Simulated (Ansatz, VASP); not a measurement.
# One calculation of TaN, two programs

```xyz
2
Lattice="0.0000 2.1354 2.1790 2.1354 0.0000 2.1790 2.1354 2.1354 0.0000" Properties=species:S:1:pos:R:3 pbc="T T T"
Ta    2.1354    2.1354    2.1790
N     0.0000    0.0000    0.0000
```

Change from the starting cell: strain -0.0200 x Voigt [1, 1, 0, 0, 0, 0], atoms carried along.

Alike in both runs: task single point; functional PBEsol; k mesh 18 × 18 × 18; occupations gaussian, width 0.15 eV; no spin polarisation.

|  | VASP | Ansatz |
| --- | --- | --- |
| version | VASP 6.6.1 | Ansatz 0.2.0 |
| potentials or method | VASP PAW PBE potentials, release 64 (Ta_pv, N) | scalar-relativistic, plane waves, PAW |
| plane-wave cutoff (eV) | 520 | 420 |
| valence electrons in the cell | 16 | 18 |

```csv
,VASP,Ansatz,Ansatz less VASP
gap on the k mesh at the Fermi level (eV),none,none,-
pressure (GPa),22.8,21.4,-1.32
largest component of the traceless stress (GPa),10.83,10.76,-0.076
```

A gap of «none» marks a metal or a gap that the smearing closes. The two sets of potentials don't hold the same shells in valence.

Caveats: so large a pressure means that the cell lies far from this level's equilibrium, or that cutoff or potentials fall short (VASP); the potentials were made for another functional, which shifts forces and pressure (VASP). The runs have no spin-orbit coupling, so splittings on Ta are missing.
